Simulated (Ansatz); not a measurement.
**CoO in Ansatz: convergence with k mesh**

Input of the first run (k mesh 3 × 3 × 4); the others differ in this setting and in those tied to it:

File input.yaml:

```yaml
crystal:
  lattice:
    - [-1.508, 1.508, 2.1072475377]
    - [1.508, -1.508, 2.1072475377]
    - [1.508, 1.508, -2.1072475377]
  atoms:
    - { symbol: Co, position: [-0.00528, 0.004943, 0.015325], spin: 2.0 }
    - { symbol: O, position: [0.514629, 0.499585, 0.00496] }
hamiltonian:
  xc: pbesol
  pseudopotentials: { kind: paw }
magnetization:
  spin_polarized: true
kpoints:
  mp_grid: { grid: [3, 3, 4] }
scf:
  occupations: { method: methfessel_paxton, width: 0.1 }
output:
  forces: true
  stress: true
  eigenvalues: true
```

Potentials or basis: Ansatz PAW.

The run is started by

```bash
$ ansatz run input.yaml --threads 2 --pin off --max-ram 5632MiB --backend cpu --events-out ev --progress --plain --runs-dir out
```

The cell isn't the ideal one: atoms moved at random, drawn with an rms of 0.05 Å.

Hardware: 2 threads of Intel(R) Xeon(R) 6975P-C (Granite Rapids), with other jobs on the host.

Problem. The values tried are 3 × 3 × 4, 4 × 4 × 5, 5 × 5 × 6, 6 × 6 × 7, 8 × 8 × 9, 10 × 10 × 11, 12 × 12 × 14, 15 × 15 × 17, 18 × 18 × 20, loosest first. From which on does the energy stay within 1 meV/atom of the tightest run that finished?

Solution. From 6 × 6 × 7 on.

| k mesh | energy less the tightest run, at zero smearing (meV/atom) | pressure (GPa) | largest force (eV/Å) | absolute moment (μB) | SCF cycles | CPU time (s) | peak memory (GiB) |
| --- | --- | --- | --- | --- | --- | --- | --- |
| 3 × 3 × 4 | 12.93 | -8.82 | 0.136 | 3.02 | 16 | 1.9 | 0.34 |
| 4 × 4 × 5 | 0.00 | -11.60 | 0.058 | 2.73 | 17 | 3 | 0.36 |
| 5 × 5 × 6 | 3.04 | -8.31 | 0.048 | 3.02 | 16 | 5.4 | 0.38 |
| 6 × 6 × 7 | -0.90 | -9.21 | 0.054 | 2.94 | 17 | 8.5 | 0.42 |
| 8 × 8 × 9 | -0.21 | -8.85 | 0.045 | 2.98 | 16 | 18 | 0.53 |
| 10 × 10 × 11 | -0.11 | -8.63 | 0.046 | 2.99 | 16 | 33 | 0.69 |
| 12 × 12 × 14 | -0.07 | -8.60 | 0.043 | 3.00 | 16 | 56 | 0.99 |
| 15 × 15 × 17 | -0.02 | -8.56 | 0.042 | 3.00 | 20 | 140 | 1.5 |
| 18 × 18 × 20 | 0.00 | -8.55 | 0.042 | 3.00 | 17 | 190 | 2.4 |

Against the tightest run, the pressure stays within 0.1 GPa from 10 × 10 × 11 on; the largest force stays within 0.005 eV/Å from 8 × 8 × 9 on; the absolute moment stays within 0.02 μB from 10 × 10 × 11 on. Meshes of other sizes hit other points, so gaps and Fermi surfaces needn't settle smoothly. The tightest run that finished is the yardstick and may itself not be fully converged.

Caveat, for the tightest run too: the pressure holds a Pulay correction of +0.8 GPa for the finite cutoff; a cell with one magnetic atom can't hold antiferromagnetic order, which such compounds often take; semilocal functionals often make such compounds metallic where correlation or magnetic order opens a gap, which also shifts bond lengths; the PAW data sets come from PBE, with cores solved anew for the run's functional, which leaves a small shift of forces and pressure.
